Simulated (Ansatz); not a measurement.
An Ansatz input:

```yaml
crystal:
  lattice:
    - [2.5184515668, 0.0, 0.0]
    - [-1.2592257834, 2.1810430351, 0.0]
    - [0.0, 0.0, 4.5125915171]
  atoms:
    - { symbol: Cr, position: [0.3333333333, 0.6666666667, 0.25], spin: 1.5 }
    - { symbol: Cr, position: [0.6666666667, 0.3333333333, 0.75], spin: -1.5 }
hamiltonian:
  xc: pbe
  pseudopotentials:
    kind: paw
    azcp:
      Cr: "pseudopotentials/Cr.paw.azcp"
basis:
  ecutwfc: 420
  fft_grid_basis: typed
kpoints:
  mp_grid: { grid: [16, 16, 8], shift: [0, 0, 0] }
magnetization:
  spin_polarized: true
scf:
  occupations: { method: fermi_dirac, width: 0.05 }
  lower_state_search: "off"
output:
  stress: true
```

Output

```
Engine: ansatz 0.2.0, x86_64-unknown-linux-gnu
Pseudopotentials: kind: paw
Pseudopotential: Cr, paw, valence charge 14, recommended cutoff 420 eV (normal) 
Functional definition: PBE
  parameter kappa = 0.804
  parameter beta = 0.06672455060314922
  exchange = pbe_x(kappa = kappa, mu = beta*pi^2/3)
  correlation = pbe_c(beta = beta)
Crystal: 2 atoms, lattice volume = 24.787 Å³
Basis set: ecut = 420 eV, 513 PW (Γ)
Bands: 20, of which v1, the nominal top of the filled ones, is band 14 counted from 1 (13 counted from 0)
Symmetry: 12 space group operations
Space group: P-6m2 (ITA 187), of the structure as read, at distance tolerance 2.9e-5 Å
Magnetic group: BNS 194.267 (UNI 1497), of the structure as read, at distance tolerance 2.9e-5 Å
k-points: 150 of 2048 (time reversal used)
Non-local potential: Cr, projectors of the file, l = 0: 3, l = 1: 2, l = 2: 3, l = 3: 1
PAW form: soft (Blöchl's): semilocal exchange-correlation on the pseudo side does not see the compensation charge
PAW one-centre angular grid: Cr, 590 points (default); XC on 64 Gauss nodes
Initial density: superposition of atomic densities (chi_scale 0.1, normalization cell)
Starting moments: Σ|m| = 3 μB on 2 of 2 sites
Starting magnetic order: antiferromagnet; an inversion exchanges its spin sublattices: spin-degenerate at every k-point
Initial wavefunctions: pseudopotential atomic-orbital guess
Functional: x = pbe(κ = 0.804, μ = 0.2195149727645171), c = pbe(β = 0.06672455060314922)
SCF iter   1: F=—  HF=-6757.394746 eV  |F-HF|=—  |Δ(HF+E_count)|=         —  Δρ=1.48e-1 (↑1.48e-1 ↓1.48e-1)  dr2=1.17e1  dr2_m=1.76e0  M=0.000 μB ∫|m|=1.368 μB  β_m=0.30  ethr=3.10e-3  ⟨swp⟩=3.4  Hψ=20802  notcnv=0  defer=18
SCF iter   2: F=—  HF=-6755.191784 eV  |F-HF|=—  |Δ(HF+E_count)|=    2.20e0  Δρ=8.21e-2 (↑8.21e-2 ↓8.21e-2)  dr2=3.02e0  dr2_m=7.62e-1  M=-0.000 μB ∫|m|=1.415 μB  β_m=0.30  ethr=3.10e-3  ⟨swp⟩=2.1  Hψ=13660  notcnv=0  defer=146
SCF iter   3: F=—  HF=-6754.534401 eV  |F-HF|=—  |Δ(HF+E_count)|=   6.57e-1  Δρ=3.82e-2 (↑3.81e-2 ↓3.82e-2)  dr2=9.00e-2  dr2_m=2.72e-1  M=0.000 μB ∫|m|=1.511 μB  β_m=0.30  ethr=3.10e-3  ⟨swp⟩=2.4  Hψ=11626  notcnv=0  defer=146
SCF iter   4: F=—  HF=-6754.516162 eV  |F-HF|=—  |Δ(HF+E_count)|=   1.82e-2  Δρ=3.31e-2 (↑3.31e-2 ↓3.30e-2)  dr2=2.34e-2  dr2_m=2.41e-1  M=-0.000 μB ∫|m|=1.337 μB  β_m=0.30  ethr=3.22e-4  ⟨swp⟩=2.7  Hψ=13942  notcnv=0  defer=82
SCF iter   5: F=—  HF=-6754.535057 eV  |F-HF|=—  |Δ(HF+E_count)|=   1.89e-2  Δρ=2.76e-2 (↑2.68e-2 ↓2.76e-2)  dr2=1.11e-3  dr2_m=1.68e-1  M=0.000 μB ∫|m|=1.241 μB  β_m=0.30  ethr=8.37e-5  ⟨swp⟩=2.2  Hψ=10646  notcnv=0  defer=80
SCF iter   6: F=—  HF=-6754.555884 eV  |F-HF|=—  |Δ(HF+E_count)|=   2.08e-2  Δρ=2.55e-2 (↑2.55e-2 ↓2.30e-2)  dr2=3.34e-3  dr2_m=1.34e-1  M=-0.000 μB ∫|m|=1.129 μB  β_m=0.30  ethr=3.97e-6  ⟨swp⟩=2.4  Hψ=9864  notcnv=0  defer=78
...
SCF iter  19: F=—  HF=-6754.643894 eV  |F-HF|=—  |Δ(HF+E_count)|=   5.67e-6  Δρ=5.21e-5 (↑3.83e-5 ↓5.21e-5)  dr2=1.02e-6  dr2_m=2.00e-7  M=-0.000 μB ∫|m|=0.002 μB  β_m=0.63  ethr=5.81e-9  ⟨swp⟩=2.0  Hψ=9538  notcnv=0  defer=64
iter 20 did not close the SCF: its close was put off for a magnetic moment that had not settled (scf_convergence_deferred on its scf_iter line)
SCF iter  20: F=-6754.643895 eV  HF=-6754.643895 eV  |F-HF|=2.62e-8  |Δ(HF+E_count)|=   1.65e-7  Δρ=9.15e-6 (↑9.15e-6 ↓9.06e-6)  dr2=1.97e-9  dr2_m=1.75e-8  M=-0.000 μB ∫|m|=0.001 μB  β_m=0.81  ethr=3.57e-10  ⟨swp⟩=3.1  Hψ=20848  notcnv=0
iter 21 did not close the SCF: its close was put off for a magnetic moment that had not settled (scf_convergence_deferred on its scf_iter line)
SCF iter  21: F=-6754.643895 eV  HF=-6754.643895 eV  |F-HF|=1.40e-9  |Δ(HF+E_count)|=   4.97e-8  Δρ=2.06e-6 (↑1.82e-6 ↓2.06e-6)  dr2=2.08e-9  dr2_m=2.07e-10  M=-0.000 μB ∫|m|=0.000 μB  β_m=0.87  ethr=7.02e-12  ⟨swp⟩=1.0  Hψ=18712  notcnv=0
SCF iter  22: F=-6754.643895 eV  HF=-6754.643895 eV  |F-HF|=9.09e-12  |Δ(HF+E_count)|=  1.82e-12  Δρ=2.56e-7 (↑2.18e-7 ↓2.56e-7)  dr2=8.39e-12  dr2_m=1.00e-11  M=-0.000 μB ∫|m|=0.000 μB  ethr=7.02e-12  ⟨swp⟩=1.0  Hψ=15058  notcnv=0
WARN: the starting moments were not kept: the SCF closed with an absolute magnetisation of 7.3e-6 μB, where they sum to 3 μB in size (2 sites). That is at most 0.1 of that sum. Measured as dr2_m measures the in/out step, that magnetisation stands 1.9e-11 eV from none, at or under the dr2_threshold of 1.0e-7 eV: it is no larger than a step whose dr2_m would equal this threshold. The system may hold no moment; this SCF shows only that its start led to no more than that. To try another start: raise the starting moments (crystal.atoms[].spin, magnetization.per_species, magnetization.initial_magnetization, or on a non-collinear deck that types none of these the spinor_matrix: blocks that start its atoms; where the total moment is fixed, keep their sum and leave initial_magnetization as it is; typed ones take the place of any that the run laid by itself, positive ones on a crystal's lanthanoids without a Hubbard term where scf.initial_density.shell_occupations: [] is typed) or, if the notice of its spin-set hold's release reads "site moments contracting" or "site moments show no strong build", lengthen the hold (scf.mixing.spin_hold: { on: { confirm: 4 } }; for m-r²SCAN on two components see the key's manual first). Each may lead to a state that holds a moment. A second SCF, from the converged charge density, with the starting moments and any scf.initial_density.shell_occupations laid on it anew, would have followed, and was not run: the deck does not ask for one (magnetization.retry_lost_moments is false, the default). To let it run, set magnetization.retry_lost_moments: true and run the deck again, where that key's refused combinations let it; where memory then withholds it, that run's warning says so.
SCF 1 converged in 22 iterations: F = -6754.643895 eV  dr2 = 8.39e-12
SCF converged after 22 iterations
Magnetization: -0.0000 μB (14.0000 up, 14.0000 down)
Absolute magnetization: 0.0000 μB (∫|ρ↑−ρ↓|, with the PAW one-centre terms)
Spin contamination: 0.0000 ħ² per cell (⟨S²⟩ above its minimum at these occupations)
Per-site moments (μB) at R_I (Å): [(-2.5834541671723176e-6, 1.0388612713170218), (-3.1438152175583738e-6, 1.0388612713170218)]
Free energy (F): -6754.643895 eV
Harris-Foulkes:  -6754.643895 eV  (|F-HF|=9.09e-12)
Internal energy: -6754.614917 eV  (E = F + TS)
E sigma→0 (E₀):  -6754.629406 eV
Entropy (-TS):   -0.028977 eV (-14.489 meV/atom)
Fermi energy:    17.744413 eV
--- Per-component energies (eV) ---
  E_band       = -326.502162
  E_kinetic    = 684.565331
  E_local      = -2486.368223  (includes V_loc(G=0)·N_el)
  E_nonlocal   = 157.568032
  E_hartree    = 1076.144922
  E_xc         = -279.079250
  E_vxc        = -355.978960  (∫ρ·V_xc dr)
  E_paw        = -2389.686118  (= ΣΔE_a)
  E_vpaw       = -478.579116  (= ΣTr[D̂ρ^β])
  E_aug_tail   = 0.000769  (compensation charges beyond the density's cutoff)
  E_ewald      = -3517.760381
  E_smearing   = -0.028977  (= −TS)
  E_closure    = 0.000000  (closes the sum)
  Σ components = -6754.643895   (vs F -6754.643895, Δ=0.00e0)
--- Stress (GPa, compression-positive) ---
       -8.779952       0.000000       0.000000
        0.000000      -8.779952       0.000000
        0.000000       0.000000      -7.895455
  P = ⅓ Tr σ = -8.4851 GPa (-84.851 kbar)
```

Command:

```sh
ansatz run input.yaml --threads 1 --pin off --max-ram 3584MiB --backend cpu --events-out ev --progress --plain --runs-dir out
```

On 1 thread of Intel(R) Xeon(R) Platinum 8259CL CPU @ 2.50GHz (Skylake/Cascade Lake) (shared host) this took about 42 s of wall time and 42 s of CPU time.
